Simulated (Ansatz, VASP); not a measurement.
**P in VASP and in Ansatz**

```xyz
3
Lattice="-2.3386 2.3386 2.3392 2.3386 -2.3386 2.3392 2.3386 2.3386 -2.3392" Properties=species:S:1:pos:R:3 pbc="T T T"
P     0.0000    2.3386    0.0000
P     2.3386    0.0000    0.0000
P     0.0000    0.0000    2.3392
```

Alike in both runs: functional PBE; k mesh 6 × 6 × 6; occupations gaussian, width 0.1 eV; no spin polarisation.

Ansatz relaxed the structure, and its values are those at the end. VASP's run is a single point on that final structure, the one shown.

```csv
,VASP,Ansatz
version,VASP 6.6.1,Ansatz 0.2.0
potentials or method,"VASP PAW PBE potentials, release 64 (P)","scalar-relativistic, plane waves, PAW"
plane-wave cutoff (eV),520,420
valence electrons in the cell,15,15
```

Ansatz gave:

| Item | Value |
| --- | --- |
| gap on the k mesh at the Fermi level (eV) | none |
| pressure (GPa) | -0.1 |

Task: What did VASP give for the same quantities?

Result: gap on the k mesh at the Fermi level (eV): none; pressure (GPa): -0.3.

A gap of «none» marks a metal or a gap that the smearing closes.
